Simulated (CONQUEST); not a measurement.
The system is CdSe.

```
Cd Se
1.0
     4.34202    0.00000    0.00000
     0.00000    4.34202    0.00000
     0.00000    0.00000    6.14054
Cd Se
2 2
Direct
  0.00000 0.00000 0.00000
  0.50000 0.50000 0.50000
  0.00000 0.50000 0.75000
  0.50000 0.00000 0.25000
```

Measurements of this composition are mostly on another form, of space group No. 186.

Program: CONQUEST 1.3. Alike in all runs: task single point; level PBE; no spin polarisation; cell as given; k mesh 6 × 6 × 5; smearing fermi-dirac 0.05 eV.

Problem. Order these runs on this cell by their band gap on the k mesh, lowest first.
A. potentials or basis PseudoDojo NC PBE, DZ, grid cutoff 120 Ha
B. potentials or basis PseudoDojo NC PBE, DZP, grid cutoff 120 Ha
C. potentials or basis PseudoDojo NC PBE, SZ, grid cutoff 120 Ha

Solution. C (metal), A (0.40 eV), B (0.71 eV).

Caveats: the basis of atomic orbitals isn't converged, which shifts pressures, moduli and gaps; the box holds several primitive cells, so bands are folded and the points are those of the box's own zone (some runs); the atomic basis is small (some runs); an odd mesh through Γ misses points on the zone boundary, where band edges often lie (some runs).
